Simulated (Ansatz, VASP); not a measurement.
## InSb: VASP beside Ansatz

Aim: how closely do two programs agree when they are given the same cell, functional and k mesh? The cell is taken from a series of VASP runs on this material, whose earlier steps may have relaxed, scaled or displaced it; both programs get it as it stands.

Main program and level: Ansatz 0.2.0; plane waves, with VASP 6.6.1 beside it; zone-centre phonons at PBE and relaxation of cell and atoms at r2SCAN with rVV10.

**1. The structure**

The structure is cubic, space group F-43m (No. 216). Conventional cell: a = 6.635 Å, b = 6.635 Å, c = 6.635 Å, α = 90.00°, β = 90.00°, γ = 90.00°. Nearest to Sb lie 4 In at 2.87 Å. In has 4 Sb at 2.87 Å nearest. Farther neighbours are not listed.

**2. Ansatz: zone-centre phonons, PBE**

Ansatz runs on its default PAW (the set named soft_2) files.

Second derivatives magnify differences that forces hide, and they need a tight electronic threshold.

input.yaml

```yaml
crystal:
  lattice:
    - [0.0, 3.3174159504, 3.3174159504]
    - [3.3174159504, 0.0, 3.3174159504]
    - [3.3174159504, 3.3174159504, 0.0]
  atoms:
    - { symbol: Sb, position: [0.75, 0.75, 0.75] }
    - { symbol: In, position: [0.0, 0.0, 0.0] }
hamiltonian:
  xc: pbe
  pseudopotentials: { kind: paw }
kpoints:
  mp_grid: { grid: [10, 10, 10] }
scf:
  occupations: { method: gaussian, width: 0.05 }
phonons:
  method: dfpt
  qpoints: [[0, 0, 0]]
```

The run is started by

```console
ansatz run input.yaml --threads 4 --pin off --max-ram 9216MiB --backend cpu --events-out ev --progress --plain --runs-dir out
```

Numbers of over 12 decimals in the logs are rounded to 6 here.

The program printed:

```text
zone centre: on kpoints.mp_grid the ground state, and the responses unless they are solved on pairs of k-points, stand on 102 of the mesh's 1000 k-points, reduced under 8 symmetry operations, with k and −k counted as one. Each operation leaves every solved displacement unchanged or reverses it
Engine: ansatz 0.2.0, aarch64-unknown-linux-gnu
Pseudopotentials: kind: paw
Pseudopotential: Sb, paw, valence charge 15, recommended cutoff 420 eV (normal), Sb.paw.azcp
Pseudopotential: In, paw, valence charge 13, recommended cutoff 420 eV (normal), In.paw.azcp
Functional definition: PBE
  parameter kappa = 0.804
  parameter beta = 0.066725
  exchange = pbe_x(kappa = kappa, mu = beta*pi^2/3)
  correlation = pbe_c(beta = beta)
Crystal: 2 atoms, lattice volume = 73.018 Å³
Basis set: ecut = 420 eV, 1411 PW (Γ), exchange–correlation on 64×64×64 points (8 copies of the dense FFT grid, shifted against one another)
Bands: 18, of which v1, the nominal top of the filled ones, is band 14 counted from 1 (13 counted from 0)
Symmetry: 24 space group operations
k-points: 102 of 1000 (irreducible under 8 space group operations, time reversal used)
Non-local potential: Sb, projectors of the file, l = 0: 2, l = 1: 2, l = 2: 2, l = 3: 2
Non-local potential: In, projectors of the file, l = 0: 2, l = 1: 2, l = 2: 2, l = 3: 2
PAW form: soft (Blöchl's): semilocal exchange-correlation on the pseudo side does not see the compensation charge
PAW one-centre angular grid: Sb, 590 points (default); XC on 64 Gauss nodes
PAW one-centre angular grid: In, 590 points (default); XC on 64 Gauss nodes
Initial density: superposition of atomic densities (neutral atoms: chi_scale 0, normalization atom), corrected by the library's trained network
Initial wavefunctions: pseudopotential atomic-orbital guess
Functional: x = pbe(κ = 0.804, μ = 0.219515), c = pbe(β = 0.066725)
SCF iter   1: F=—  HF=-12082.589467 eV  |F-HF|=—  |Δ(HF+E_count)|=         —  Δρ=1.64e-3  dr2=4.90e-3  ethr=1.77e-3  ⟨swp⟩=6.2  Hψ=9694  notcnv=0
preconditioner: auto → none  [insulator: Δε(μ)=0.403 eV  Ē_g=13.770 eV  σ=0.050 eV  W_gap=0.67  n_scr=14 (ndim 8)  ℏωp=18.4 eV  f_vac=0.127  D(μ)=0.06/eV (n_scr^D=0)  ε∞_Penn≈2.8]
SCF iter   2: F=—  HF=-12082.586870 eV  |F-HF|=—  |Δ(HF+E_count)|=   2.60e-3  Δρ=7.68e-4  dr2=5.36e-4  ethr=1.75e-5  ⟨swp⟩=2.0  Hψ=3975  notcnv=0
SCF iter   3: F=—  HF=-12082.586936 eV  |F-HF|=—  |Δ(HF+E_count)|=   6.60e-5  Δρ=2.34e-4  dr2=6.07e-5  ethr=1.91e-6  ⟨swp⟩=2.0  Hψ=2751  notcnv=0
SCF iter   4: F=—  HF=-12082.587029 eV  |F-HF|=—  |Δ(HF+E_count)|=   9.33e-5  Δρ=8.42e-5  dr2=4.95e-6  ethr=2.17e-7  ⟨swp⟩=2.0  Hψ=2245  notcnv=0
SCF iter   5: F=—  HF=-12082.587046 eV  |F-HF|=—  |Δ(HF+E_count)|=   1.68e-5  Δρ=3.46e-5  dr2=5.71e-7  ethr=1.77e-8  ⟨swp⟩=2.5  Hψ=3367  notcnv=0
SCF iter   6: F=—  HF=-12082.587046 eV  |F-HF|=—  |Δ(HF+E_count)|=   3.40e-7  Δρ=1.53e-5  dr2=1.08e-7  ethr=2.04e-9  ⟨swp⟩=2.5  Hψ=3088  notcnv=0
SCF iter   7: F=—  HF=-12082.587046 eV  |F-HF|=—  |Δ(HF+E_count)|=   3.05e-9  Δρ=2.40e-6  dr2=2.66e-9  ethr=3.87e-10  ⟨swp⟩=2.0  Hψ=3265  notcnv=0
SCF iter   8: F=—  HF=-12082.587046 eV  |F-HF|=—  |Δ(HF+E_count)|=  2.98e-10  Δρ=1.16e-6  dr2=6.21e-10  ethr=9.51e-12  ⟨swp⟩=2.0  Hψ=2669  notcnv=0
SCF iter   9: F=-12082.587046 eV  HF=-12082.587046 eV  |F-HF|=1.09e-11  |Δ(HF+E_count)|=  3.04e-10  Δρ=1.25e-7  dr2=6.58e-12  ethr=1.00e-12  ⟨swp⟩=5.5  Hψ=9820  notcnv=0
SCF 1 converged in 9 iterations: F = -12082.587046 eV  dr2 = 6.58e-12
  greatest PAW one-centre occupation: 0.995 electrons in one spin orbital (limit 2), on the Sb atom at site 0 (counted from 0), in its partial waves of l = 2
DFPT response loops at Γ: preconditioner auto → Kerker (q_TF=auto, 2.325 Å⁻¹) (partly filled bands, converged f_vac=0.118); β = 1.00, the filter's whole step (`scf.mixing.beta` (0.50) is not read by the response loops under this deck's `scf.mixing.preconditioner`; to damp them name `kerker` or `kerker_dos`, under which they read `scf.mixing.beta`, and type it under 1.00, their step now; both keys bind the ground state too); Broyden in place of MSR1
SCF converged after 9 iterations
Free energy (F): -12082.587046 eV
Harris-Foulkes:  -12082.587046 eV  (|F-HF|=1.09e-11)
Internal energy: -12082.586969 eV  (E = F + TS)
E sigma→0 (E₀):  -12082.587007 eV
Entropy (-TS):   -0.000077 eV (-0.039 meV/atom)
Fermi energy:    6.523003 eV
--- Per-component energies (eV) ---
  E_band       = -281.159647
  E_kinetic    = 449.103725
  E_local      = -3289.311280  (includes V_loc(G=0)·N_el)
  E_nonlocal   = 729.684774
  E_hartree    = 1411.711772
  E_xc         = -353.021022
  E_vxc        = -194.580871  (∫ρ·V_xc dr)
  E_paw        = -8731.104041  (= ΣΔE_a)
  E_vpaw       = -799.479429  (= ΣTr[D̂ρ^β])
  E_aug_tail   = 0.000024  (compensation charges beyond the density's cutoff)
  E_ewald      = -2299.650920
  E_smearing   = -0.000077  (= −TS)
  E_closure    = 0.000000  (closes the sum)
  Σ components = -12082.587046   (vs F -12082.587046, Δ=0.00e0)
--- Band table (eV; the first three rows and the last of 102) ---
  k-point 0: bands = [... 10 lower, -3.7811, 5.9163, 6.5077, 6.5077, 6.5077, 9.4830, 9.4830, 9.4830]
  k-point 1: bands = [... 10 lower, -3.6994, 4.9086, 6.3854, 6.3854, 7.1318, 9.6480, 9.6587, 9.6587]
  k-point 2: bands = [... 10 lower, -3.4648, 3.6116, 6.1179, 6.1179, 7.2974, 10.0179, 10.0179, 10.4341]
  k-point 101: bands = [... 10 lower, -2.0432, 0.9798, 3.9819, 4.1026, 9.4587, 9.7439, 11.4140, 11.8170]
--- Phonons (Γ-DFPT): 2 representative perturbations + reference, on 102 of 1000 k-points (Σ response iterations 6) ---
  k mesh reduced under 8 symmetry operations, with k and −k counted as one. Each operation leaves every solved displacement unchanged or reverses it
  ASR residual: 4.632e-5 → 0.000e0 eV/Å²; symmetrization residual: 1.331e-5 eV/Å²
  ASR residual per site (eV/Å²): 2.15e-5 4.63e-5
  Γ frequencies (cm⁻¹): 0.00 0.00 0.00 163.15 163.15 163.15
  non-analytic LO–TO correction: not included (Born effective charges unavailable; polar crystals: no LO–TO splitting at Γ)
--- Phonons (arbitrary-q DFPT): 1 explicit q-point ---
  q = [0, 0, 0] (of the zone-centre solve; hermiticity 4.60e-6, symmetrization 3.16e-13): -0.00 0.00 0.00 163.15 163.15 163.15
  sum rule: each row above includes the acoustic sum rule's correction from the zone centre's row sums; it moved no ω² by more than (0.33 cm⁻¹)²
```

The job ended after 15 s (4 threads of Arm Neoverse V1, shared host; peak memory 0.73 GiB; 56 s of CPU time).

In the SCF lines HF is the Harris–Foulkes energy and dr2 the Hartree energy of the density residual, in eV; the loop may stop once dr2 is under the threshold and the program's other checks hold. Hψ counts applications of the Hamiltonian.

**3. VASP: zone-centre phonons, PBE**

The same cell, functional, mesh and smearing now go to VASP, with its own data sets and cutoff.

Lines of VASP's logs that name or quote its potential files are left out, and so is its time.

INCAR

```
SYSTEM = InSb
PREC = Accurate
ENCUT = 450
EDIFF = 1E-08
NELM = 100
ISMEAR = 0
SIGMA = 0.05
LREAL = .FALSE.
ALGO = Normal
GGA = PE
NBANDS = 15
LORBIT = 11
LWAVE = .FALSE.
LCHARG = .FALSE.
KPAR = 8
IBRION = 8
ISIF = 2
```

POSCAR

```
InSb
1.0
    0.0000000000      3.3174159504      3.3174159504
    3.3174159504      0.0000000000      3.3174159504
    3.3174159504      3.3174159504      0.0000000000
Sb In
1 1
Direct
    0.7500000000      0.7500000000      0.7500000000
    0.0000000000      0.0000000000      0.0000000000
```

KPOINTS

```
Automatic mesh
0
Gamma
10 10 10
0 0 0
```

Potentials, in the order of the species: Sb and In_d (PBE family, release 64).

The run is started by

```console
mpirun -np 8 vasp_std
```

The program printed:

```text
[banner, memory and clock lines left out]
running    8 mpi-ranks, on    1 nodes
 distrk:  each k-point on    1 cores,    8 groups
 distr:  one band on    1 cores,    1 groups

 POSCAR found type information on POSCAR SbIn
 POSCAR found :  2 types and       2 ions
|                                                                             |
|           W    W    AA    RRRRR   N    N  II  N    N   GGGG   !!!           |
|           W    W   A  A   R    R  NN   N  II  NN   N  G    G  !!!           |
|           W    W  A    A  R    R  N N  N  II  N N  N  G       !!!           |
|           W WW W  AAAAAA  RRRRR   N  N N  II  N  N N  G  GGG   !            |
|           WW  WW  A    A  R   R   N   NN  II  N   NN  G    G                |
|           W    W  A    A  R    R  N    N  II  N    N   GGGG   !!!           |
|                                                                             |
|     For optimal performance we recommend to set                             |
|       NCORE = 2 up to number-of-cores-per-socket                            |
|     NCORE specifies how many cores store one orbital (NPAR=cpu/NCORE).      |
|     This setting can greatly improve the performance of VASP for DFT.       |
|     The default, NCORE=1 might be grossly inefficient on modern             |
|     multi-core architectures or massively parallel machines. Do your        |
|     Unfortunately you need to use the default for GW and RPA                |
|     calculations (for HF NCORE is supported but not extensively tested      |
|     yet).                                                                   |
|                                                                             |

 LDA part: xc-table for (Slater+PW92), standard interpolation
 POSCAR, INCAR and KPOINTS ok, starting setup
 FFT: planning ... GRIDC
 FFT: planning ... GRID_SOFT
 FFT: planning ... GRID
 WAVECAR not read
 entering main loop
       N       E                     dE             d eps       ncg     rms          rms(c)
DAV:   1     0.105730834051E+03    0.10573E+03   -0.73540E+03  1410   0.105E+03
DAV:   2    -0.333344898368E+00   -0.10606E+03   -0.10322E+03  1557   0.267E+02
DAV:   3    -0.686119350816E+01   -0.65278E+01   -0.65059E+01  1746   0.726E+01
DAV:   4    -0.704050974508E+01   -0.17932E+00   -0.17927E+00  1765   0.144E+01
DAV:   5    -0.704927095594E+01   -0.87612E-02   -0.87609E-02  2070   0.249E+00    0.372E+00
DAV:   6    -0.695994885355E+01    0.89322E-01   -0.15681E-01  2039   0.592E+00    0.215E+00
DAV:   7    -0.695005393033E+01    0.98949E-02   -0.62189E-02  1851   0.232E+00    0.591E-01
DAV:   8    -0.695124703834E+01   -0.11931E-02   -0.71535E-03  1778   0.983E-01    0.212E-01
DAV:   9    -0.695188146455E+01   -0.63443E-03   -0.85961E-04  1690   0.269E-01    0.686E-02
DAV:  10    -0.695194688141E+01   -0.65417E-04   -0.53778E-05  1787   0.488E-02    0.310E-02
DAV:  11    -0.695199274102E+01   -0.45860E-04   -0.81899E-05  1536   0.562E-02    0.205E-02
DAV:  12    -0.695199388053E+01   -0.11395E-05   -0.11923E-06  1848   0.732E-03    0.657E-03
DAV:  13    -0.695199463219E+01   -0.75166E-06   -0.15982E-06  1613   0.775E-03    0.413E-03
DAV:  14    -0.695199436947E+01    0.26272E-06   -0.68866E-08  1933   0.167E-03    0.115E-03
DAV:  15    -0.695199438024E+01   -0.10770E-07   -0.13561E-08  1516   0.794E-04    0.363E-04
DAV:  16    -0.695199443543E+01   -0.55193E-07   -0.15901E-09  1307   0.333E-04    0.740E-05
DAV:  17    -0.695199443367E+01    0.17601E-08   -0.22920E-10   950   0.166E-04
   1 F= -.69519944E+01 E0= -.69519558E+01  d E =-.773414E-04
 Linear response reoptimize wavefunctions to high precision
DAV:   1    -0.695199442353E+01    0.10142E-07   -0.13328E-10  1188   0.177E-04
DAV:   2    -0.695199442354E+01   -0.12960E-10   -0.45657E-11   859   0.567E-05
 Linear response DOF=           2
 Linear response progress:
  Degree of freedom:   1/  2
       N       E                     dE             d eps       ncg     rms          rms(c)
RMM:   1    -0.281604398398E-01   -0.28160E-01    0.33561E-02  9505   0.132E+00
RMM:   2    -0.266011531129E-01    0.15593E-02    0.16682E-05  8480   0.468E-01    0.777E-02
RMM:   3    -0.269314150909E-01   -0.33026E-03   -0.86875E-04  9376   0.155E-01    0.365E-02
RMM:   4    -0.270164256259E-01   -0.85011E-04   -0.74521E-05  9606   0.598E-02    0.104E-02
RMM:   5    -0.270507126732E-01   -0.34287E-04   -0.11080E-05  9603   0.240E-02    0.502E-03
RMM:   6    -0.270478084001E-01    0.29043E-05   -0.82303E-07  9333   0.695E-03    0.130E-03
RMM:   7    -0.270464807171E-01    0.13277E-05   -0.77491E-08  9717   0.277E-03    0.524E-04
RMM:   8    -0.270470692187E-01   -0.58850E-06   -0.60206E-08  9610   0.107E-03    0.264E-04
RMM:   9    -0.270474724406E-01   -0.40322E-06    0.34770E-08  9842   0.453E-04    0.520E-05
RMM:  10    -0.270474287134E-01    0.43727E-07   -0.14513E-08 10708   0.177E-04    0.641E-05
RMM:  11    -0.270474355510E-01   -0.68376E-08   -0.21583E-09 10689   0.684E-05    0.549E-05
 first order change of Fermi-energy   0.29817E-03
 force on displaced ion       1 direction 1 :  -5.812   0.000   0.000
 Linear response progress:
  Degree of freedom:   2/  2
       N       E                     dE             d eps       ncg     rms          rms(c)
RMM:   1    -0.234925929519E+00   -0.23493E+00   -0.13791E-01  6862   0.457E+00
RMM:   2    -0.237156574777E+00   -0.22306E-02   -0.10426E-02  8656   0.904E-01    0.710E-02
RMM:   3    -0.236994744604E+00    0.16183E-03   -0.11889E-03  9507   0.286E-01    0.321E-02
RMM:   4    -0.236783335627E+00    0.21141E-03   -0.12835E-04  9759   0.903E-02    0.195E-02
RMM:   5    -0.236666927281E+00    0.11641E-03   -0.11964E-05  9993   0.365E-02    0.630E-03
RMM:   6    -0.236647045904E+00    0.19881E-04   -0.15761E-05  9945   0.122E-02    0.175E-03
RMM:   7    -0.236655046105E+00   -0.80002E-05   -0.15686E-06 10026   0.402E-03    0.642E-04
RMM:   8    -0.236653567405E+00    0.14787E-05    0.37814E-07 10282   0.164E-03    0.429E-04
RMM:   9    -0.236654356455E+00   -0.78905E-06   -0.27806E-06 10299   0.665E-04    0.111E-04
RMM:  10    -0.236654041560E+00    0.31489E-06   -0.13940E-06 10724   0.281E-04    0.729E-05
RMM:  11    -0.236654113401E+00   -0.71841E-07   -0.15067E-06 10728   0.132E-04    0.239E-05
RMM:  12    -0.236654100428E+00    0.12973E-07   -0.67339E-07 10812   0.667E-05    0.152E-05
RMM:  13    -0.236654093113E+00    0.73149E-08   -0.38047E-07 10789   0.329E-05    0.455E-06
RMM:  14    -0.236654087437E+00    0.56762E-08   -0.32744E-07  9354   0.175E-05    0.365E-06
RMM:  15    -0.236654071934E+00    0.15502E-07   -0.21035E-07  9087   0.103E-05    0.436E-07
RMM:  16    -0.236654064294E+00    0.76401E-08   -0.10658E-07  6310   0.619E-06    0.681E-07
RMM:  17    -0.236654063217E+00    0.10768E-08   -0.95929E-08  5300   0.410E-06    0.775E-07
 first order change of Fermi-energy  -0.30371E-04
 force on displaced ion       2 direction 1 :  -5.789   0.000   0.000
 Linear response finished
```

From OUTCAR (step 3):

```text
ion  position               nearest neighbor table
   1  0.750  0.750  0.750-   2 2.87   2 2.87   2 2.87   2 2.87
   2  0.000  0.000  0.000-   1 2.87   1 2.87   1 2.87   1 2.87

  LATTYP: Found a face centered cubic cell.
 ALAT       =     6.6348319008

 Subroutine GETGRP returns: Found 24 space group operations
 (whereof 24 operations were pure point group operations)

The static configuration has the point symmetry T_d .

 Found     47 irreducible k-points:

   k-points           NKPTS =     47   k-points in BZ     NKDIM =     47   number of bands    NBANDS=     15

   dimension x,y,z NGX =    32 NGY =   32 NGZ =   32
   dimension x,y,z NGXF=    64 NGYF=   64 NGZF=   64

   ENCUT  =  450.0 eV  33.07 Ry    5.75 a.u.   8.11  8.11  8.11*2*pi/ulx,y,z

   NELECT =      18.0000    total number of electrons

 k-points in reciprocal lattice and weights: Automatic mesh
   0.00000000  0.00000000  0.00000000       0.001
   0.10000000  0.00000000  0.00000000       0.008
   0.20000000  0.00000000  0.00000000       0.008
   0.30000000  0.00000000  0.00000000       0.008
   0.40000000  0.00000000  0.00000000       0.008
   0.50000000  0.00000000  0.00000000       0.004
   0.10000000  0.10000000  0.00000000       0.006
   0.20000000  0.10000000  0.00000000       0.024
   0.30000000  0.10000000  0.00000000       0.024
[...]
-0.30000000  0.40000000  0.20000000       0.024
  -0.30000000  0.50000000  0.20000000       0.012

 average (electrostatic) potential at core
       1 -87.8981       2 -96.8579

  Total        0.0040755      0.0040755      0.0040755      0.0000000      0.0000000      0.0000000
  in kB        0.0894262      0.0894262      0.0894262      0.0000000      0.0000000      0.0000000
  external PRESSURE =       0.0894262 kB  Pullay stress =       0.0000000 kB

  energy-cutoff  :      450.00
  volume of cell :       73.02
      direct lattice vectors                 reciprocal lattice vectors
     0.000000000  3.317415950  3.317415950    -0.150719719  0.150719719  0.150719719
     3.317415950  0.000000000  3.317415950     0.150719719 -0.150719719  0.150719719
     3.317415950  3.317415950  0.000000000     0.150719719  0.150719719 -0.150719719

 POSITION                                       TOTAL-FORCE (eV/Angst)
 -----------------------------------------------------------------------------------
      4.97612      4.97612      4.97612        -0.000000      0.000000      0.000000
      0.00000      0.00000      0.00000         0.000000     -0.000000     -0.000000
 -----------------------------------------------------------------------------------
    total drift:                                0.000000      0.000000      0.000000

 Eigenvectors and eigenvalues of the dynamical matrix
 ----------------------------------------------------

   1 f  =    4.897818 THz    30.773899 2PiTHz  163.373630 cm-1    20.255739 meV
             X         Y         Z           dx          dy          dz
      4.976124  4.976124  4.976124     0.000000    0.697370    0.000000
      0.000000  0.000000  0.000000     0.000000   -0.716711    0.000000

   2 f  =    4.897818 THz    30.773899 2PiTHz  163.373630 cm-1    20.255739 meV
             X         Y         Z           dx          dy          dz
      4.976124  4.976124  4.976124    -0.697370    0.000000    0.000000
      0.000000  0.000000  0.000000     0.716711    0.000000    0.000000

   3 f  =    4.897818 THz    30.773899 2PiTHz  163.373630 cm-1    20.255739 meV
             X         Y         Z           dx          dy          dz
      4.976124  4.976124  4.976124     0.000000    0.000000   -0.697370
      0.000000  0.000000  0.000000     0.000000    0.000000    0.716711

   4 f/i=    0.004764 THz     0.029935 2PiTHz    0.158918 cm-1     0.019703 meV
             X         Y         Z           dx          dy          dz
      4.976124  4.976124  4.976124     0.716711    0.000000    0.000000
      0.000000  0.000000  0.000000     0.697370    0.000000    0.000000

   5 f/i=    0.004764 THz     0.029935 2PiTHz    0.158918 cm-1     0.019703 meV
             X         Y         Z           dx          dy          dz
      4.976124  4.976124  4.976124     0.000000   -0.716711    0.000000
      0.000000  0.000000  0.000000     0.000000   -0.697370    0.000000

   6 f/i=    0.004764 THz     0.029935 2PiTHz    0.158918 cm-1     0.019703 meV
             X         Y         Z           dx          dy          dz
      4.976124  4.976124  4.976124     0.000000    0.000000    0.716711
      0.000000  0.000000  0.000000     0.000000    0.000000    0.697370

 ELASTIC MODULI CONTR FROM IONIC RELAXATION (kBar)
 Direction    XX          YY          ZZ          XY          YZ          ZX
 --------------------------------------------------------------------------------
 XX          -0.0000      0.0000      0.0000     -0.0000      0.0000      0.0000
 YY           0.0000     -0.0000      0.0000     -0.0000     -0.0000     -0.0000
 ZZ           0.0000      0.0000     -0.0000      0.0000     -0.0000      0.0000
 XY          -0.0000     -0.0000      0.0000   -131.8421      0.0000      0.0000
 YZ           0.0000     -0.0000     -0.0000      0.0000   -131.8421      0.0000
 ZX           0.0000     -0.0000      0.0000      0.0000      0.0000   -131.8421
 --------------------------------------------------------------------------------
```

**4. Differences**

Known differences besides the potentials themselves: the data sets hold 28 valence electrons in Ansatz (default PAW (the set named soft_2) files) and 18 in VASP; the cutoff is 420 eV in Ansatz and 450 eV in VASP; VASP leaves aspherical gradient terms in its spheres out (LASPH is not set), Ansatz keeps them. Total energies have different zeros and are not compared.

The two programs side by side:

```
                  quantity  Ansatz   VASP  difference
optical mode 1 to 3 (cm⁻¹)   163.2  163.4     -0.14 %
```

Modes are paired by rising frequency and degeneracy, not by their patterns, so a pair may still set unlike modes beside each other.

(Continued in part 2 of 2.)

[Lines on the potential files, build, host, timing and source positions are cut from VASP's logs without a mark.]

[Logs are printed without paths, hosts, clocks, repeated set-up lines and the standing remarks that a program may print on its own settings, such as how far it seeks lower states.]

[Hosts, paths, dates, database ids (printed as entryN), source tags and the programs' standing remarks are cut or masked in the printed files.]
